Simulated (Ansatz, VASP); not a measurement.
## Two plane-wave programs on Ir

```
Ir
1.0
     2.75138    0.00000    0.00000
    -1.37569    2.38276    0.00000
     0.00000    0.00000    4.46229
Ir
2
Cartesian
  0.0000 1.5885 1.1156
  1.3757 0.7943 3.3467
```

This isn't the form of Ir at room conditions, which is fcc.

Alike in both runs: task single point; functional PBE; k mesh 9 × 9 × 5; occupations fermi-dirac, width 0.05 eV; no spin polarisation.

```csv
,VASP,Ansatz
version,VASP 6.6.1,Ansatz 0.2.0
potentials or method,"VASP PAW PBE potentials, release 64 (Ir)",Ansatz PAW
plane-wave cutoff (eV),520,420
valence electrons in the cell,18,34
```

Ansatz gave:

| Item | Value |
| --- | --- |
| gap on the k mesh at the Fermi level (eV) | none |
| pressure (GPa) | -1.5 |
| largest component of the traceless stress (GPa) | 0.05 |

Q: Which values does VASP return?

A: gap on the k mesh at the Fermi level (eV): none; pressure (GPa): -1.1; largest component of the traceless stress (GPa): 0.05.

A gap of «none» marks a metal or a gap that the smearing closes. The two sets of potentials don't hold the same shells in valence.

Spin-orbit coupling is left out, which matters for the levels of Ir.
